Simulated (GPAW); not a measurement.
Here is a GPAW 26.7.0 calculation.

The input run.py:

```python
from ase import Atoms
from ase.dft.bandgap import bandgap
from ase.io import write
from ase.units import GPa
from gpaw import GPAW, PW

atoms = Atoms(['P', 'B'],
              cell=[[0.0, 2.269, 2.269],
                    [2.269, 0.0, 2.269],
                    [2.269, 2.269, 0.0]],
              scaled_positions=[[0.75, 0.75, 0.75],
                                [0.0, 0.0, 0.0]],
              pbc=True)

calc = GPAW(mode=PW(800),
            xc='LDA',
            kpts={'size': (10, 10, 10), 'gamma': True},
            occupations={'name': 'fermi-dirac', 'width': 0.05},
            nbands=11,
            convergence={'density': 1e-05, 'energy': 1e-05},
            maxiter=150,
            txt='gpaw.txt')
atoms.calc = calc
energy = atoms.get_potential_energy()
forces = atoms.get_forces()
stress = atoms.get_stress()
calc.write('gs.gpw')
write('result.traj', atoms)
print(f'Energy: {energy:.6f} eV')
print('Forces (eV/A):')
print(forces.round(4))
print('Stress (GPa):', (stress / GPa).round(3))
print('Fermi level:', round(calc.get_fermi_level(), 4), 'eV')
print(f'Gap: {bandgap(calc)[0]:.4f} eV, direct: {bandgap(calc, direct=True)[0]:.4f} eV')

path = atoms.cell.bandpath('GXWKGLUWLK,UX', npoints=80, eps=1e-4)
bs_calc = calc.fixed_density(kpts=path, symmetry='off', nbands=19,
                             convergence={'bands': 'CBM+6.0', 'eigenstates': 1e-6}, txt='bands.txt')
bs = bs_calc.band_structure()
bs.write('bs.json')
print(f'Gap on the path: {bandgap(bs_calc)[0]:.4f} eV')
```

Potentials or basis: the program's PAW data sets (release 1.2.1) made for this functional, pw.

Command:

```bash
$ OMP_NUM_THREADS=1 python run.py
```

(1) Predict the pressure.

(2) Predict the band gap on the k mesh.

## Answers

(1) -5.0 GPa.

(2) 1.19 eV, indirect (least direct gap 3.38 eV).
